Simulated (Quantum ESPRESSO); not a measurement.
A run of Quantum ESPRESSO 7.5 is set up as follows.

File pw.in:

```
&CONTROL
  calculation = 'scf'
  prefix = 'pwscf'
  outdir = './tmp'
  pseudo_dir = './pseudo'
  tprnfor = .true.
  tstress = .true.
  disk_io = 'low'
/
&SYSTEM
  ibrav = 0
  A = 4.00068289
  nat = 2
  ntyp = 1
  ecutwfc = 78
  nbnd = 21
  input_dft = 'vdw-df3-opt1'
  occupations = 'smearing'
  smearing = 'fd'
  degauss = 0.00367493
/
&ELECTRONS
  conv_thr = 4d-10
  electron_maxstep = 120
  mixing_beta = 0.5
/
ATOMIC_SPECIES
Ge    72.6300 Ge.upf
CELL_PARAMETERS alat
   0.0000000000    0.7071067810    0.7071067810
   0.7071067810    0.0000000000    0.7071067810
   0.7071067810    0.7071067810    0.0000000000
ATOMIC_POSITIONS alat
Ge     1.0606601714    1.0606601714    1.0606601714
Ge     0.7071067810    0.7071067810    0.7071067810
K_POINTS automatic
8 8 8 0 0 0
```

File bands.in:

```
&CONTROL
  calculation = 'bands'
  prefix = 'pwscf'
  outdir = './tmp'
  pseudo_dir = './pseudo'
  disk_io = 'low'
  verbosity = 'high'
/
&SYSTEM
  ibrav = 0
  A = 4.00068289
  nat = 2
  ntyp = 1
  ecutwfc = 78
  nbnd = 21
  input_dft = 'vdw-df3-opt1'
  occupations = 'smearing'
  smearing = 'fd'
  degauss = 0.00367493
/
&ELECTRONS
  conv_thr = 1d-08
  electron_maxstep = 120
  mixing_beta = 0.5
  diago_full_acc = .true.
/
ATOMIC_SPECIES
Ge    72.6300 Ge.upf
CELL_PARAMETERS alat
   0.0000000000    0.7071067810    0.7071067810
   0.7071067810    0.0000000000    0.7071067810
   0.7071067810    0.7071067810    0.0000000000
ATOMIC_POSITIONS alat
Ge     1.0606601714    1.0606601714    1.0606601714
Ge     0.7071067810    0.7071067810    0.7071067810
K_POINTS crystal
60
 0.0000000000  0.0000000000  0.0000000000 1
 0.0625000000  0.0000000000  0.0625000000 1
 0.1250000000  0.0000000000  0.1250000000 1
 0.1875000000  0.0000000000  0.1875000000 1
 0.2500000000  0.0000000000  0.2500000000 1
 0.3125000000  0.0000000000  0.3125000000 1
 0.3750000000  0.0000000000  0.3750000000 1
 0.4375000000  0.0000000000  0.4375000000 1
 0.5000000000  0.0000000000  0.5000000000 1
 0.5000000000  0.0625000000  0.5625000000 1
 0.5000000000  0.1250000000  0.6250000000 1
 0.5000000000  0.1875000000  0.6875000000 1
 0.5000000000  0.2500000000  0.7500000000 1
 0.4375000000  0.3125000000  0.7500000000 1
 0.3750000000  0.3750000000  0.7500000000 1
 0.3375000000  0.3375000000  0.6750000000 1
 0.3000000000  0.3000000000  0.6000000000 1
 0.2625000000  0.2625000000  0.5250000000 1
 0.2250000000  0.2250000000  0.4500000000 1
 0.1875000000  0.1875000000  0.3750000000 1
 0.1500000000  0.1500000000  0.3000000000 1
 0.1125000000  0.1125000000  0.2250000000 1
 0.0750000000  0.0750000000  0.1500000000 1
 0.0375000000  0.0375000000  0.0750000000 1
 0.0000000000  0.0000000000  0.0000000000 1
 0.0625000000  0.0625000000  0.0625000000 1
 0.1250000000  0.1250000000  0.1250000000 1
 0.1875000000  0.1875000000  0.1875000000 1
 0.2500000000  0.2500000000  0.2500000000 1
 0.3125000000  0.3125000000  0.3125000000 1
 0.3750000000  0.3750000000  0.3750000000 1
 0.4375000000  0.4375000000  0.4375000000 1
 0.5000000000  0.5000000000  0.5000000000 1
 0.5250000000  0.4500000000  0.5250000000 1
 0.5500000000  0.4000000000  0.5500000000 1
 0.5750000000  0.3500000000  0.5750000000 1
 0.6000000000  0.3000000000  0.6000000000 1
 0.6250000000  0.2500000000  0.6250000000 1
 0.5833333333  0.2500000000  0.6666666667 1
 0.5416666667  0.2500000000  0.7083333333 1
 0.5000000000  0.2500000000  0.7500000000 1
 0.5000000000  0.2857142857  0.7142857143 1
 0.5000000000  0.3214285714  0.6785714286 1
 0.5000000000  0.3571428571  0.6428571429 1
 0.5000000000  0.3928571429  0.6071428571 1
 0.5000000000  0.4285714286  0.5714285714 1
 0.5000000000  0.4642857143  0.5357142857 1
 0.5000000000  0.5000000000  0.5000000000 1
 0.4821428571  0.4821428571  0.5357142857 1
 0.4642857143  0.4642857143  0.5714285714 1
 0.4464285714  0.4464285714  0.6071428571 1
 0.4285714286  0.4285714286  0.6428571429 1
 0.4107142857  0.4107142857  0.6785714286 1
 0.3928571429  0.3928571429  0.7142857143 1
 0.3750000000  0.3750000000  0.7500000000 1
 0.6250000000  0.2500000000  0.6250000000 1
 0.5937500000  0.1875000000  0.5937500000 1
 0.5625000000  0.1250000000  0.5625000000 1
 0.5312500000  0.0625000000  0.5312500000 1
 0.5000000000  0.0000000000  0.5000000000 1
```

Potentials or basis: PseudoDojo 0.4.1 SR PBE standard.

Run with:

```sh
$ OMP_NUM_THREADS=1 pw.x -in pw.in > pw.out
$ OMP_NUM_THREADS=1 pw.x -in bands.in > bands.out
```

Predict the band gap on the k mesh.

none (metal or under the smearing width).

What does it give for the pressure?

0.6 GPa.

Levels at the corners of the path, in eV from the Fermi level:
```tsv
point	band 12	band 13	band 14	band 15	band 16	band 17
Γ	-0.21	0.01	0.01	0.01	2.56	2.56
X	-8.95	-3.05	-3.05	0.76	0.76	9.41
W	-8.85	-3.87	-3.87	4.27	4.27	4.75
K	-8.36	-4.30	-2.61	1.16	4.08	7.14
Γ	-0.21	0.01	0.01	0.01	2.56	2.56
L	-7.63	-1.39	-1.39	0.09	3.78	3.78
U	-8.36	-4.30	-2.61	1.16	4.08	7.14
W	-8.85	-3.87	-3.87	4.27	4.27	4.75
L	-7.63	-1.39	-1.39	0.09	3.78	3.78
K	-8.36	-4.30	-2.61	1.16	4.08	7.14
U	-8.36	-4.30	-2.61	1.16	4.08	7.14
X	-8.95	-3.05	-3.05	0.76	0.76	9.41
```

Caveat: the potentials were made for another functional, which shifts forces and pressure; this crystal is a semiconductor, whose small gap the functional closes, so the metal is an error of the method.

**Experimental background.**

From “Temperature-dependent photoluminescence in Ge: experiment and theory”, 2020, arxiv:2003.00143, for a bulk crystal of Ge at 0 K: band gap 0.744 eV (indirect).

Against the measured gap of Ge, 0.744 eV (indirect; 0 K; “Temperature-dependent photoluminescence in Ge: experiment and theory”, 2020, arxiv:2003.00143), the calculated 0.00 eV is off by -0.74 eV. 3 values of this kind are on record (0.666 to 0.807 eV); this one was drawn at random among those near their median. Spin-orbit coupling on Ge is left out. The value is that of vdW-DF3-opt1 on a finite k mesh, which can miss the band edges, without temperature or zero-point motion.
